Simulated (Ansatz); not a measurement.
# Rh: under pressure

An exercise on one series of results from a longer session: the logs are not shown, and one member is left open.

This is Rh in the hcp structure; at room conditions it is fcc.

Computed with Ansatz 0.2.0 (DFT PBEsol, scalar-relativistic, plane waves, PAW, unless a step's input says otherwise).

2 further runs of the same task are left out: 2 set aside as unsound or not needed.

## The structure to begin with

It takes space group P6_3/mmc (No. 194, hexagonal). Conventional cell: a = 2.689 Å, b = 2.689 Å, c = 4.329 Å, α = 90.00°, β = 90.00°, γ = 120.00°. Around Rh (site symmetry -6m2) lie 12 Rh at 2.66 to 2.69 Å.

As a file:

```
Rh
1.0
     2.68874    0.00000    0.00000
    -1.34437    2.32851    0.00000
     0.00000    0.00000    4.32902
Rh
2
Cartesian
  1.3444 0.7762 3.2468
  0.0000 1.5523 1.0823
```

It goes back to an entry of the Materials Project, which need not be the stable form.

It is the result of an earlier relaxation at this level (volume 13.55 Å³/atom; gap on the mesh: none (metal)).

The first run:

The input, input.yaml:

```yaml
crystal:
  lattice:
    - [2.6975319272, 0.0, 0.0]
    - [-1.3487659636, 2.3361311765, 0.0]
    - [0.0, 0.0, 4.3431820581]
  atoms:
    - { symbol: Rh, position: [0.6666666667, 0.3333333333, 0.75] }
    - { symbol: Rh, position: [0.3333333333, 0.6666666667, 0.25] }
basis:
  ecutwfc: 420
kpoints:
  mp_grid: { grid: [18, 18, 10] }
hamiltonian:
  xc: pbesol
scf:
  occupations: { method: gaussian, width: 0.1 }
output:
  forces: true
  stress: true
  eigenvalues: true
  write_density: true
  write_potential: true
  elf: true
  volumetric_format: npy
relax:
  adjacent_minimum: "off"
  f_tol: 0.008
  max_steps: 50
  cell: { stress_tol: 0.08, p_target: -1.0 }
```

On the command line:

```console
$ ansatz run input.yaml --threads 1 --pin off --max-ram 2560MiB --backend cpu --events-out ev --progress --plain --runs-dir out
```

Steps of the session up to this table: Relaxing at -1 GPa; Relaxing at 1 GPa; 4 GPa; 12 GPa; 25 GPa; 50 GPa; Relaxing at 90 GPa.

One of the session's tables, all rows but one given; the rest of the session is left out.

It belongs to the step «Volume, cell and gap against pressure». Lengths are those of the vectors of the cell that was run:

| P (GPa) | V (Å³/atom) | a (Å) | b (Å) | c (Å) | ΔH (eV/atom) |
| --- | --- | --- | --- | --- | --- |
| -1 | 13.60 | 2.692 | 2.692 | 4.334 | -0.085 |
| 0 | 13.55 | 2.689 | 2.689 | 4.329 | 0.000 |
| 1 | 13.51 | 2.686 | 2.686 | 4.324 | 0.084 |
| 4 | 13.38 | 2.677 | 2.677 | 4.311 | 0.336 |
| 12 | 13.06 | 2.655 | 2.655 | 4.278 | 0.996 |
| 25 | 12.62 | 2.624 | 2.624 | 4.232 | 2.036 |
| 50 | ? | ? | ? | ? | ? |
| 90 | 11.20 | 2.520 | 2.520 | 4.074 | 6.838 |

Q: Estimate the row for P (GPa) = 50 from the others.

Worked estimate for «V (Å³/atom)». A straight line through the neighbours (25, 12.62) and (90, 11.20) gives 12.62 + (11.20 − 12.62) × (50 − 25) / (90 − 25) = 12.07; a parabola fitted to 3 rows on both sides gives 11.92.

The run gave: V (Å³/atom): 11.97; a (Å): 2.577; b (Å): 2.577; c (Å): 4.161; ΔH (eV/atom): 3.952. In «V (Å³/atom)» the line misses by +0.10 and the parabola by -0.05.

ΔH is E + PV over the energy at zero pressure; a, b and c are the vectors of the computed cell. 

To keep in mind: Other structures may take over in this range; these runs cannot find them.
